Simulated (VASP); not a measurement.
Crystal: Ga2O3.

```xyz
10
Lattice="2.4870 1.4359 4.5258 -2.4870 1.4359 4.5258 0.0000 -2.8717 4.5258" Properties=species:S:1:pos:R:3 pbc="T T T"
Ga    0.0000    0.0000    8.7969
Ga    0.0000    0.0000   11.5693
Ga    0.0000    0.0000    2.0082
Ga    0.0000    0.0000    4.7806
O     0.9642   -1.4359    5.6573
O     1.7256    0.1171    7.9202
O    -1.7256   -0.1171    5.6573
O     0.7614    1.5530    5.6573
O    -0.7614   -1.5530    7.9202
O    -0.9642    1.4359    7.9202
```

The cell is a database's computed one.

```yaml
Program: VASP 6.6.1
Task: relaxation of cell and atoms
Functional: PBE
Potentials_or_basis: VASP PAW PBE potentials, release 64 (Ga_d, O)
Cutoff: 600 eV
k_mesh: 6 × 6 × 6
Occupations: gaussian, width 0.02 eV
Spin: no spin polarisation
```

At the start: pressure 9.1 GPa; volume 9.70 Å³/atom.

Problem. How do energy, volume and symmetry change on relaxing?

Solution. Over 7 steps the energy falls by 16.8 meV/atom and the volume is 10.10 Å³/atom (+4.1 %); space group R-3c (No. 167, to 0.05 Å).

Step by step:
```
step  energy change (eV)  largest force (eV/Å)  pressure (GPa)  volume (Å³)
   1              0.0000                0.5132            9.06        96.97
   2             -0.0667                0.1965           -6.78       104.87
   3             -0.1366                0.3103           -0.80       101.45
   4             -0.1565                0.1773           -0.46       101.26
   5             -0.1673                0.0261            0.00       100.96
   6             -0.1673                0.0152            0.01       100.98
   7             -0.1684                0.0077           -0.05       100.97
```

Final structure:
```
Ga O
1.0
     2.53216    1.46194    4.54604
    -2.53216    1.46194    4.54604
     0.00000   -2.92389    4.54604
Ga O
4 6
Cartesian
  0.0000 0.0000 8.7839
  0.0000 0.0000 11.6733
  0.0000 0.0000 1.9648
  0.0000 0.0000 4.8542
  0.9978 -1.4619 5.6825
  1.7650 0.1331 7.9556
  -1.7650 -0.1331 5.6825
  0.7672 1.5951 5.6825
  -0.7672 -1.5951 7.9556
  -0.9978 1.4619 7.9556
```
